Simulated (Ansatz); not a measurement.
**From the elastic tensor of Si$_{2}$Mo at 5 GPa (stress–strain coefficients) to moduli and sound speeds**

Method: Ansatz, DFT PBE, scalar-relativistic, plane waves, PAW. Settings: 420 eV plane-wave cutoff, Γ-centred 18×18×18 mesh, Fermi-Dirac smearing of 0.15 eV. No spin polarisation.

It takes space group I4/mmm (No. 139, tetragonal). The conventional cell has a = 3.190 Å, b = 3.190 Å, c = 7.825 Å, α = 90.00°, β = 90.00°, γ = 90.00°. Si (site symmetry 4mm) has 5 Si at 2.59 to 2.62 Å and 5 Mo at 2.60 to 2.62 Å as nearest neighbours. Around Mo (site symmetry 4/mmm) lie 10 Si at 2.60 to 2.62 Å.

In a metal, frequencies and elastic constants depend on the k mesh and the smearing, soft modes and shear constants most.

Relaxed-ion constants (GPa, on the Cartesian axes of the calculation):
C11 = 415.1, C12 = 133.5, C13 = 104.1, C22 = 415.1, C23 = 104.1, C33 = 524.5, C44 = 204.2, C55 = 204.2, C66 = 203.2 GPa; the others vanish.

Density 6.344 g/cm³; 3 atoms in 39.81 Å³.

The values that follow are for a polycrystal of randomly turned grains, by Hill's mean where one number stands.

With S = C⁻¹: B_V = (C11+C22+C33+2(C12+C13+C23))/9, G_V = (C11+C22+C33−C12−C13−C23+3(C44+C55+C66))/15, 1/B_R = S11+S22+S33+2(S12+S13+S23), 15/G_R = 4(S11+S22+S33−S12−S13−S23)+3(S44+S55+S66); Hill is their mean. Then v_l = √((B+4G/3)/ρ), v_t = √(G/ρ), v_m = [(2/v_t³+1/v_l³)/3]^(−1/3) and Θ = (ħ/k_B)·v_m·(6π²n/V)^(1/3) for n atoms in the volume V; E = 9BG/(3B+G), ν = (3B−2G)/(2(3B+G)) and A^U = 5G_V/G_R + B_V/B_R − 6.

| Item | Value |
| --- | --- |
| Bulk modulus, Voigt / Reuss / Hill | 226.5 / 225.2 / 225.9 GPa |
| Shear modulus, Voigt / Reuss / Hill | 189.9 / 185.7 / 187.8 GPa |
| Young's modulus | 441 GPa |
| Poisson ratio | 0.174 |
| Pugh ratio B/G | 1.20 |
| Universal anisotropy index | 0.12 |
| Longitudinal and transverse sound speeds | 8664 and 5440 m/s |
| Debye temperature from the mean sound speed | 753 K |

Cost: 1 run of about 14 core-minutes, on Intel Xeon Platinum 8488C (Sapphire Rapids) (shared hosts).

The disilicide resists shear almost as strongly as compression, as the low B/G of 1.20 and Poisson ratio of 0.174 show. C12 lies far below C66 and C13 far below C44, the reverse of what central forces would give under compression. This points to strongly angle-dependent bonding, as expected from hybridisation of Mo 4d with Si 3p states, even though the compound is a metal. The crystal is stiffest along c, with C33 at 524.5 GPa against 415.1 GPa for C11, probably because Mo–Si bonds lie directly along that axis.

The small universal anisotropy index hides one softer mode. C44 and C66 are nearly equal, but (C11 − C12)/2, the resistance to basal shear that stretches one a axis and shortens the other, is clearly lower and accounts for most of the shear anisotropy. The low B/G fits the known room-temperature brittleness of polycrystalline material, but elastic constants alone don't settle ductility, which also depends on dislocation mobility and the available slip systems.
